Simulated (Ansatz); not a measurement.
# As (R-3m) in Ansatz: reference runs

Reference runs on As: the cell as given and a disturbed copy.

Everything below comes from runs of Ansatz 0.2.0. Logs are shortened: lines on timing, memory, paths and dates and some standing lists are left out, and cuts for length are marked.

## Step 1: The crystal as given

Symmetry: R-3m, No. 166, trigonal system. Conventional cell: a = 3.762 Å, b = 3.762 Å, c = 10.542 Å, α = 90.00°, β = 90.00°, γ = 120.00°. As (site symmetry 3m) has 3 As at 2.51 Å as nearest neighbours.

## Step 2: Single point, PBEsol

The input, input.yaml:

```yaml
crystal:
  lattice:
    - [1.8807968987, 1.0858785957, 3.5140619945]
    - [-1.8807968987, 1.0858785957, 3.5140619945]
    - [0.0, -2.1717571915, 3.5140619945]
  atoms:
    - { symbol: As, position: [0.226, 0.226, 0.226] }
    - { symbol: As, position: [0.774, 0.774, 0.774] }
kpoints:
  mp_grid: { grid: [9, 9, 9] }
scf:
  occupations: { method: fermi_dirac, width: 0.05 }
hamiltonian:
  xc: pbesol
  pseudopotentials: { kind: all_electron, lapw: { basis_error: 0.001 } }
output:
  forces: true
  stress: true
  eigenvalues: true
  populations: true
```

Potentials or basis: all-electron LAPW, scalar-relativistic.

Command:

```
$ ansatz run input.yaml --threads 1 --pin off --max-ram 3072MiB --backend cpu --events-out ev --progress --plain --runs-dir out
```

Output:

```text
Warning: RAYON_NUM_THREADS=1 ignored (pool sized by the plan → 1); use --threads N
As: projections on atomic orbitals take those of the free atom 1s2 2s2 2p6 3s2 3p6 3d10 4s2 4p3, of charge +0.00 (hamiltonian.pseudopotentials.projection_atoms)
LAPW: plane waves up to 8.737 Å⁻¹, error target 1.0e-3 eV per atom; small_component_spin mean_spin; As in spheres of 1.253 Å, 23 of its electrons in bands, Dirac shells [] (how accurate: hamiltonian.pseudopotentials.lapw.basis_error, Limitations)
Engine: ansatz 0.2.0, aarch64-unknown-linux-gnu
Pseudopotentials: kind: all_electron
Pseudopotential: As, LAPW, valence charge 23, lapw/all_electron/scalar/gaussian/As, Koelling and Harmon's equation, gaussian nucleus
Functional definition: PBEsol
  exchange = pbesol_x
  correlation = pbesol_c
Crystal: 2 atoms, lattice volume = 43.061 Å³
Basis set: ecut = 290.8050569557549 eV, 477 PW (Γ), exchange–correlation at level 2
Bands: 28, of which v1, the nominal top of the filled ones, is band 23 counted from 1 (22 counted from 0)
Symmetry: 12 space group operations
Space group: R-3m (ITA 166), of the structure as read, at distance tolerance 3.5e-5 Å
k-points: 85 of 729
Non-local potential: As, projectors of the file, none
Initial density: superposition of atomic densities (chi_scale 0.1, normalization cell)
Initial wavefunctions: plane waves of lowest kinetic energy (no species holds an atomic orbital)
Functional: x = pbesol(κ = 0.804, μ = 0.12345679012345678), c = pbesol(β = 0.046)
iter 1 solved again at ethr=2.51e-4 eV; its pass at ethr=1.00e-1 eV (dr2=1.15e-1 eV) is discarded
SCF iter   1: F=—  HF=-122961.679604 eV  |F-HF|=—  |Δ(HF+E_count)|=         —  Δρ=1.93e-2  dr2=1.16e-1  ethr=2.51e-4  ⟨swp⟩=3.0  Hψ=15423  notcnv=0
preconditioner: auto → Kerker (q_TF=auto, 2.758 Å⁻¹)  [metal: Δε(μ)=0.093 eV  Ē_g=11.278 eV  σ=0.050 eV  W_gap=0.42  n_scr=14 (ndim 8)  ℏωp=17.9 eV  f_vac=0.018  D(μ)=0.18/eV (n_scr^D=0)]
SCF iter   2: F=—  HF=-122961.662989 eV  |F-HF|=—  |Δ(HF+E_count)|=   1.66e-2  Δρ=1.28e-2  dr2=6.17e-2  ethr=2.51e-4  ⟨swp⟩=2.0  Hψ=6781  notcnv=0
SCF iter   3: F=—  HF=-122961.654991 eV  |F-HF|=—  |Δ(HF+E_count)|=   8.00e-3  Δρ=3.52e-3  dr2=7.33e-3  ethr=1.34e-4  ⟨swp⟩=2.0  Hψ=6947  notcnv=0
SCF iter   4: F=—  HF=-122961.651816 eV  |F-HF|=—  |Δ(HF+E_count)|=   3.18e-3  Δρ=1.78e-3  dr2=2.37e-3  ethr=1.59e-5  ⟨swp⟩=2.0  Hψ=6765  notcnv=0
SCF iter   5: F=—  HF=-122961.652041 eV  |F-HF|=—  |Δ(HF+E_count)|=         —  Δρ=7.61e-4  dr2=3.42e-4  ethr=5.15e-6  ⟨swp⟩=2.0  Hψ=6765  notcnv=0
the basis was enlarged: its passes take 108.7 KiB over the memory plan, 1 of 1 planned eigensolver slots
SCF iter   6: F=—  HF=-122961.652080 eV  |F-HF|=—  |Δ(HF+E_count)|=   3.87e-5  Δρ=3.10e-4  dr2=4.83e-5  ethr=7.44e-7  ⟨swp⟩=2.0  Hψ=6767  notcnv=0
SCF iter   7: F=—  HF=-122961.652082 eV  |F-HF|=—  |Δ(HF+E_count)|=   2.06e-6  Δρ=1.16e-4  dr2=6.12e-6  ethr=1.05e-7  ⟨swp⟩=2.2  Hψ=6779  notcnv=0
iter 8 solved again at ethr=2.36e-10 eV; its pass at ethr=1.33e-8 eV (dr2=1.09e-7 eV) is discarded
SCF iter   8: F=—  HF=-122961.652084 eV  |F-HF|=—  |Δ(HF+E_count)|=   1.46e-6  Δρ=1.56e-5  dr2=1.08e-7  ethr=2.36e-10  ⟨swp⟩=2.0  Hψ=11824  notcnv=0
SCF iter   9: F=-122961.652084 eV  HF=-122961.652084 eV  |F-HF|=6.17e-9  |Δ(HF+E_count)|=   1.05e-7  Δρ=6.15e-6  dr2=2.15e-8  ethr=2.36e-10  ⟨swp⟩=2.7  Hψ=6833  notcnv=0
SCF 1 converged in 9 iterations: F = -122961.652084 eV  dr2 = 2.15e-8
SCF converged after 9 iterations
Free energy (F): -122961.652084 eV
Harris-Foulkes:  -122961.652084 eV  (|F-HF|=6.17e-9)
Internal energy: -122961.650594 eV  (E = F + TS)
E sigma→0 (E₀):  -122961.651339 eV
Entropy (-TS):   -0.001489 eV (-0.745 meV/atom)
Fermi energy:    11.259368 eV
--- Per-component energies (eV) ---
  E_band       = -2560.605347
  E_kinetic    = 125693.187823
  E_xc         = -4475.839938
  E_electrostatic = -244178.998479  (all electrons and nuclei)
  E_smearing   = -0.001489  (= −TS)
  E_closure    = 0.000000  (closes the sum)
  E_atoms      = -122951.449291  (free atoms, spherical and without spin; not in F)
  Σ components = -122961.652084   (vs F -122961.652084, Δ=0.00e0)
  Basis errors (estimates in eV, not in F): energy 4.3e-4 per atom: plane waves 3.8e-4 (2.2e-4 summed), levels above the bands 1.5e-60, relativity 8.2e-9, radial functions 4.2e-5, core shells 5.9e-10; eigenvalues (radial functions only) 8.3e-7; not estimated: angular momenta, meshes, grids; target (lapw.basis_error) 1.0e-3; muffin-tin radii As 1.253 Å
--- Forces (eV/Å), atoms counted from 1 ---
  atom   1  As     0.00000000    -0.00000000     0.36784640
  atom   2  As    -0.00000000     0.00000000    -0.36784640
  max |Σ_I F_I| component: 4.63e-18 eV/Å
--- Stress (GPa, compression-positive) ---
        0.509363      -0.000000      -0.000000
       -0.000000       0.509363       0.000000
       -0.000000       0.000000      -0.176049
  P = ⅓ Tr σ = 0.2809 GPa (2.809 kbar)
--- Band table (eV; the first three rows and the last of 85) ---
  k-point 0: bands = ["-174.1482", "-174.1476", "-117.7195", "-117.7195", "-117.7169", "-117.7169", "-117.6908", "-117.6891", "-25.0386", "-25.0386", "-24.9923", "-24.9923", "-24.9605", "-24.9217", "-24.9217", "-24.9113", "-24.8768", "-24.8768", "-3.8039", "5.4600", "8.7858", "9.2456", "9.2456", "12.8555", "14.1655", "14.1655", "18.1389", "18.1389"]
  k-point 1: bands = ["-174.1482", "-174.1476", "-117.7195", "-117.7195", "-117.7169", "-117.7168", "-117.6907", "-117.6892", "-25.0373", "-25.0350", "-24.9910", "-24.9895", "-24.9595", "-24.9235", "-24.9221", "-24.9136", "-24.8799", "-24.8785", "-3.6382", "4.8923", "8.7888", "9.1184", "9.2181", "13.1354", "13.8649", "14.0510", "17.1720", "17.9159"]
  k-point 2: bands = ["-174.1481", "-174.1477", "-117.7196", "-117.7193", "-117.7171", "-117.7168", "-117.6906", "-117.6893", "-25.0339", "-25.0248", "-24.9876", "-24.9820", "-24.9567", "-24.9287", "-24.9247", "-24.9193", "-24.8878", "-24.8829", "-3.1463", "3.5449", "8.5212", "8.8386", "9.6389", "12.6434", "13.4285", "13.6026", "17.1064", "17.7474"]
  k-point 84: bands = ["-174.1482", "-174.1476", "-117.7195", "-117.7194", "-117.7170", "-117.7169", "-117.6907", "-117.6893", "-25.0272", "-25.0248", "-24.9870", "-24.9855", "-24.9560", "-24.9253", "-24.9239", "-24.9162", "-24.8920", "-24.8903", "-2.3966", "1.3788", "7.8343", "9.0924", "10.8842", "12.3129", "12.5792", "14.3721", "18.8445", "21.0692"]
--- Löwdin populations: 2 sites ---
  site symbol       q [e]
     0     As     32.9629
     1     As     32.9629
  spilling = 0.001124 (of n_electrons = 66.000000)
```

Wall time 23 s (1 thread of Arm Neoverse V2, shared host); peak memory 0.39 GiB.

Results:

| Property | Result |
| --- | --- |
| Free energy | -122961.6521 eV |
| Pressure | 0.3 GPa |
| Largest force | 0.368 eV/Å |
| Band gap on the k mesh | none (metal or under the smearing width) |

Forces in eV/Å, atoms in the order of the input:
```
As   0.000  0.000  0.368
As   0.000  0.000 -0.368
```

Levels at points of the mesh, in eV from the Fermi level:
| k point | band 20 | band 21 | band 22 | band 23 | band 24 | band 25 | band 26 | band 27 |
| --- | --- | --- | --- | --- | --- | --- | --- | --- |
| (0.00, 0.00, 0.00) | -5.80 | -2.47 | -2.01 | -2.01 | 1.60 | 2.91 | 2.91 | 6.88 |

## Step 3: Single point, PBEsol (atoms moved at random, drawn with an rms of 0.05 Å)

Edit input.yaml of step 2 so:

```diff
@@ -6,4 +6,4 @@
   atoms:
-    - { symbol: As, position: [0.226, 0.226, 0.226] }
-    - { symbol: As, position: [0.774, 0.774, 0.774] }
+    - { symbol: As, position: [0.21182, 0.224744, 0.232824] }
+    - { symbol: As, position: [0.775524, 0.775501, 0.768129] }
 kpoints:
```

Potentials or basis: all-electron LAPW, scalar-relativistic.

Command:

```
$ ansatz run input.yaml --threads 1 --pin off --max-ram 3072MiB --backend cpu --events-out ev --progress --plain --runs-dir out
```

Output:

```text
Warning: RAYON_NUM_THREADS=1 ignored (pool sized by the plan → 1); use --threads N
As: projections on atomic orbitals take those of the free atom 1s2 2s2 2p6 3s2 3p6 3d10 4s2 4p3, of charge +0.00 (hamiltonian.pseudopotentials.projection_atoms)
LAPW: plane waves up to 8.979 Å⁻¹, error target 1.0e-3 eV per atom; small_component_spin mean_spin; As in spheres of 1.228 Å, 23 of its electrons in bands, Dirac shells [] (how accurate: hamiltonian.pseudopotentials.lapw.basis_error, Limitations)
[... 6 set-up lines as earlier in the session ...]
Crystal: 2 atoms, lattice volume = 43.061 Å³
Basis set: ecut = 307.1359760835196 eV, 521 PW (Γ), exchange–correlation at level 2
Bands: 28, of which v1, the nominal top of the filled ones, is band 23 counted from 1 (22 counted from 0)
Symmetry: 2 space group operations
Space group: P-1 (ITA 2), of the structure as read, at distance tolerance 3.5e-5 Å
k-points: 365 of 729
[... 2 set-up lines as earlier in the session ...]
[... 29 lines left out ...]
  E_closure    = 0.000000  (closes the sum)
  E_atoms      = -122951.449291  (free atoms, spherical and without spin; not in F)
  Σ components = -122961.634538   (vs F -122961.634538, Δ=0.00e0)
  Basis errors (estimates in eV, not in F): energy 4.4e-4 per atom: plane waves 3.9e-4 (2.2e-4 summed), levels above the bands 6.4e-61, relativity 2.6e-9, radial functions 4.6e-5, core shells 5.7e-10; eigenvalues (radial functions only) 8.3e-7; not estimated: angular momenta, meshes, grids; target (lapw.basis_error) 1.0e-3; muffin-tin radii As 1.228 Å
--- Forces (eV/Å), atoms counted from 1 ---
  atom   1  As     0.12478797     0.28027493     0.57604419
  atom   2  As    -0.12478797    -0.28027493    -0.57604419
  max |Σ_I F_I| component: 0.00e0 eV/Å
--- Stress (GPa, compression-positive) ---
        0.502978      -0.214401       0.610681
       -0.214401       1.605407       1.308397
        0.610681       1.308397       0.520587
  P = ⅓ Tr σ = 0.8763 GPa (8.763 kbar)
--- Band table (eV; the first three rows and the last of 365) ---
  k-point 0: bands = ["-174.1505", "-174.1499", "-117.7232", "-117.7221", "-117.7198", "-117.7198", "-117.6919", "-117.6901", "-25.0503", "-25.0397", "-24.9980", "-24.9967", "-24.9625", "-24.9263", "-24.9212", "-24.9127", "-24.8829", "-24.8731", "-3.8432", "5.4901", "8.8230", "9.0657", "9.3506", "12.7360", "13.9171", "14.3590", "18.0376", "18.3274"]
  k-point 1: bands = ["-174.1505", "-174.1499", "-117.7231", "-117.7222", "-117.7199", "-117.7198", "-117.6918", "-117.6901", "-25.0470", "-25.0386", "-24.9963", "-24.9935", "-24.9620", "-24.9263", "-24.9230", "-24.9154", "-24.8845", "-24.8761", "-3.6760", "4.8964", "8.6884", "9.1389", "9.2690", "13.0481", "13.8757", "14.0510", "17.1086", "17.9707"]
  k-point 2: bands = ["-174.1504", "-174.1500", "-117.7229", "-117.7222", "-117.7201", "-117.7197", "-117.6917", "-117.6903", "-25.0385", "-25.0345", "-24.9920", "-24.9849", "-24.9604", "-24.9289", "-24.9258", "-24.9229", "-24.8892", "-24.8841", "-3.1784", "3.5044", "8.4126", "8.8695", "9.6916", "12.6376", "13.5512", "13.6172", "16.9980", "17.7655"]
  k-point 364: bands = ["-174.1504", "-174.1500", "-117.7232", "-117.7217", "-117.7205", "-117.7197", "-117.6915", "-117.6904", "-25.0382", "-24.9995", "-24.9808", "-24.9683", "-24.9573", "-24.9502", "-24.9454", "-24.9267", "-24.9042", "-24.8877", "-1.3111", "0.5367", "7.4377", "8.1539", "10.0489", "11.8526", "12.9666", "13.0788", "19.0325", "21.0108"]
--- Löwdin populations: 2 sites ---
  site symbol       q [e]
     0     As     32.9623
     1     As     32.9623
  spilling = 0.001143 (of n_electrons = 66.000000)
```

populations.tsv:

```text
# site	symbol	l	j	q
# orbitals = lowdin
# n_electrons = 66.000000
# spilling = 0.001143
# projection_atom_As: 1s2 2s2 2p6 3s2 3p6 3d10 4s2 4p3
0	As	0_1S	-	1.999996
0	As	0_2S	-	1.999836
0	As	0_3S	-	1.996414
0	As	0_4S	-	1.777776
0	As	1_2P	-	5.999995
0	As	1_3P	-	5.998793
0	As	1_4P	-	3.190574
0	As	2_3D	-	9.998907
1	As	0_1S	-	1.999996
1	As	0_2S	-	1.999836
1	As	0_3S	-	1.996414
1	As	0_4S	-	1.777776
1	As	1_2P	-	5.999995
1	As	1_3P	-	5.998793
1	As	1_4P	-	3.190574
1	As	2_3D	-	9.998907
```

Wall time 1.8 min (1 thread of Arm Neoverse V2, shared host); peak memory 1 GiB.

What came out:

| Quantity | Value |
| --- | --- |
| Free energy | -122961.6345 eV |
| Pressure | 0.9 GPa |
| Largest force | 0.653 eV/Å |
| Band gap on the k mesh | none (metal or under the smearing width) |

Forces in eV/Å, atoms in the order of the input:
```
As   0.125  0.280  0.576
As  -0.125 -0.280 -0.576
```
